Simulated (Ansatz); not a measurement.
An ordered 8-atom cell of AlGa₃As₄ on the zincblende lattice (P-4m2) at its r2SCAN geometry, run in Ansatz at 2 levels of theory. No magnetic order. The prototype was imposed, so other structures may be more stable.

The PBE+SOC input:
```yaml
crystal:
  lattice:
    - [4.0129101506, 0.0, 0.0]
    - [0.0, 4.0129101506, 0.0]
    - [0.0, 0.0, 11.3193044538]
  atoms:
    - { symbol: Al, position: [0.0, 0.0, 0.0] }
    - { symbol: As, position: [0.0, 0.5, 0.1247861794] }
    - { symbol: Ga, position: [0.5, 0.5, 0.2502233099] }
    - { symbol: As, position: [0.5, 0.0, 0.3751403306] }
    - { symbol: Ga, position: [0.0, 0.0, 0.5] }
    - { symbol: As, position: [0.0, 0.5, 0.6248596694] }
    - { symbol: Ga, position: [0.5, 0.5, 0.7497766901] }
    - { symbol: As, position: [0.5, 0.0, 0.8752138206] }
kpoints:
  mp_grid: { grid: [6, 6, 2] }
  band_path:
    path:
      - [0.0, 0.0, 0.0]
      - [0.0, 0.5, 0.0]
      - [0.5, 0.5, 0.0]
      - [0.0, 0.0, 0.5]
      - [0.0, 0.5, 0.5]
      - [0.5, 0.5, 0.5]
    npoints: 1
hamiltonian:
  xc: pbe
scf:
  occupations: { method: fermi_dirac, width: 0.02 }
  n_extra_bands: 12
magnetization:
  noncollinear: true
  spin_orbit: true
output:
  forces: true
  stress: true
  eigenvalues: true
```

Main results, then, where recorded, the levels near the gap in eV from the Fermi energy (columns number the bands from 0), one row a point of the path (Γ, X, M, Z, R, A):
```
Crystal: 8 atoms, lattice volume = 182.280 Å³
Symmetry: 8 space group operations + 8 with time reversal
Magnetic group: BNS 115.284 (UNI 944)
```
```
Basis set: ecut = 420 eV, 3549 PW (Γ)
k-points: 20 of 72
SCF 1 converged in 9 iterations: F = -31314.849157 eV  dr2 = 5.51e-8
Free energy (F): -31314.849157 eV
Fermi energy:    8.081332 eV
--- Forces (eV/Å), atoms counted from 1 ---
  atom   1  Al      0.00000      0.00000      0.00000
  atom   2  As      0.00000      0.00000    -0.05589
  atom   3  Ga      0.00000      0.00000    -0.00678
  atom   4  As      0.00000      0.00000      0.00009
  atom   5  Ga      0.00000      0.00000      0.00000
  atom   6  As      0.00000      0.00000    -0.00009
  atom   7  Ga      0.00000      0.00000      0.00678
  atom   8  As      0.00000      0.00000      0.05589
--- Stress (GPa, compression-positive) ---
        2.546929       0.000000       0.000000
        0.000000       2.546929       0.000000
        0.000000       0.000000       2.490895
  P = ⅓ Tr σ = 2.5283 GPa (25.283 kbar)
```
```tsv
band_92	band_93	band_94	band_95	band_96	band_97	band_98	band_99	band_100	band_101	band_102	band_103	band_104	band_105	band_106	band_107
-2.021	-2.021	-1.933	-1.933	-0.674	-0.674	-0.354	-0.354	-0.348	-0.348	0.337	0.337	1.016	1.016	1.342	1.342
-1.599	-1.599	-1.580	-1.580	-1.573	-1.573	-1.417	-1.417	-1.382	-1.382	0.577	0.577	1.000	1.000	2.358	2.358
-3.608	-3.608	-3.019	-3.019	-3.017	-3.017	-2.933	-2.933	-2.912	-2.912	1.016	1.016	1.023	1.023	1.134	1.134
-2.078	-2.078	-1.225	-1.225	-1.080	-1.080	-1.054	-1.054	-0.899	-0.899	0.974	0.974	1.182	1.182	1.816	1.816
-2.508	-2.508	-1.619	-1.619	-1.541	-1.541	-1.520	-1.520	-1.517	-1.517	1.645	1.645	1.719	1.719	1.747	1.747
-3.394	-3.394	-3.356	-3.356	-3.340	-3.340	-3.300	-3.300	-3.292	-3.292	1.957	1.957	1.979	1.979	2.138	2.138
```

PBE+SOC gives a direct gap of 0.68 eV at Γ.

HSE06. Against the first input these blocks differ (the band path and keys that only write files left aside):
```yaml
kpoints:
  mp_grid: { grid: [4, 4, 2] }
hamiltonian:
  xc: hse06
scf:
  occupations: { method: fixed }
  n_extra_bands: 6
```
(magnetization left out)

```
Basis set: ecut = 420 eV, 3549 PW (Γ)
k-points: 12 of 32
SCF 1 stopped early in 5 iterations: F = -31313.905352 eV  dr2 = 1.29e-5
Exchange kernel: α = 0.2500, screened, ω = 0.2079 Å⁻¹, Wigner–Seitz truncation, v(0) = 1038.8881 eV·Å³, q-mesh 4×4×2
SCF 2 stopped early in 9 iterations: F = -31320.942129 eV  dr2 = 2.83e-6
hybrid outer 1: dexx = +4.068e-2 eV, tail = 2.49e-4 eV
SCF 3 converged in 6 iterations: F = -31320.942588 eV  dr2 = 1.48e-9
hybrid outer 2: dexx = +5.913e-6 eV, tail = 1.42e-7 eV, Δε = 3.59e-3 eV, ΔF = 2.62e-3 eV/Å
SCF 4 converged in 2 iterations: F = -31320.942587 eV  dr2 = 1.10e-9
hybrid outer 3: dexx = +2.765e-9 eV, tail = 3.83e-9 eV, Δε = 1.05e-4 eV, ΔF = 1.76e-4 eV/Å
Free energy (F): -31320.942587 eV
Fermi energy:    7.228005 eV
--- Forces (eV/Å), atoms counted from 1 ---
  atom   1  Al      0.00000      0.00000      0.00000
  atom   2  As      0.00000      0.00000    -0.02724
  atom   3  Ga      0.00000      0.00000    -0.00288
  atom   4  As      0.00000      0.00000      0.00006
  atom   5  Ga      0.00000      0.00000      0.00000
  atom   6  As      0.00000      0.00000    -0.00006
  atom   7  Ga      0.00000      0.00000      0.00288
  atom   8  As      0.00000      0.00000      0.02724
--- Stress (GPa, compression-positive) ---
        0.846439       0.000000       0.000000
        0.000000       0.846439       0.000000
        0.000000       0.000000       0.092065
  P = ⅓ Tr σ = 0.5950 GPa (5.950 kbar)
```
```tsv
band_46	band_47	band_48	band_49	band_50	band_51	band_52	band_53
-1.679	-1.679	-0.018	-0.018	0.000	1.669	2.069	2.473
-1.224	-1.164	-1.151	-1.132	-1.100	1.787	2.214	3.636
-3.435	-2.749	-2.749	-2.749	-2.740	2.063	2.063	2.246
-1.590	-0.760	-0.760	-0.575	-0.575	2.063	2.263	3.017
-2.190	-1.306	-1.187	-1.173	-1.172	2.887	2.964	2.987
-3.224	-3.144	-3.144	-3.107	-3.107	3.071	3.071	3.336
```

The HSE06 gap is direct at Γ: 1.67 eV. The mean pressure at these positions is +0.6 GPa, compression counted positive. (The program warns that its thresholds are loose for a hybrid's stress.)

The hybrids run on coarser meshes, which limits their stresses and small splittings of levels.

Totals of different functionals, or with and without spin-orbit coupling, can't be compared.

Only the levels marked +SOC include spin-orbit coupling.

The meshes of the hybrids are coarse, so their gaps aren't converged to the digits shown.
